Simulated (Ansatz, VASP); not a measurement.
TaN: VASP beside Ansatz

```
Ta N
1.0
     0.00000    2.17472    2.17472
     2.17472    0.00000    2.17472
     2.17472    2.17472    0.00000
Ta N
1 1
Cartesian
  2.1747 2.1747 2.1747
  0.0000 0.0000 0.0000
```

Alike in both runs: functional LDA; k mesh 16 × 16 × 16; occupations fermi-dirac, width 0.15 eV; no spin polarisation.

Ansatz relaxed the structure, and its values are those at the end. VASP's run is a single point on that final structure, the one shown.

|  | VASP | Ansatz |
| --- | --- | --- |
| version | VASP 6.6.1 | Ansatz 0.2.0 |
| potentials or method | VASP PAW LDA potentials, release 64 (Ta_pv, N) | scalar-relativistic, plane waves, PAW |
| plane-wave cutoff (eV) | 520 | 420 |
| valence electrons in the cell | 16 | 18 |

Ansatz gave:

```
gap on the k mesh at the Fermi level (eV) : none
pressure (GPa)                            : 0.0
```

Estimate VASP's values.

gap on the k mesh at the Fermi level (eV): none; pressure (GPa): 2.1.

A gap of «none» marks a metal or a gap that the smearing closes. The two sets of potentials don't hold the same shells in valence.

Spin-orbit coupling is left out, which matters for the levels of Ta.
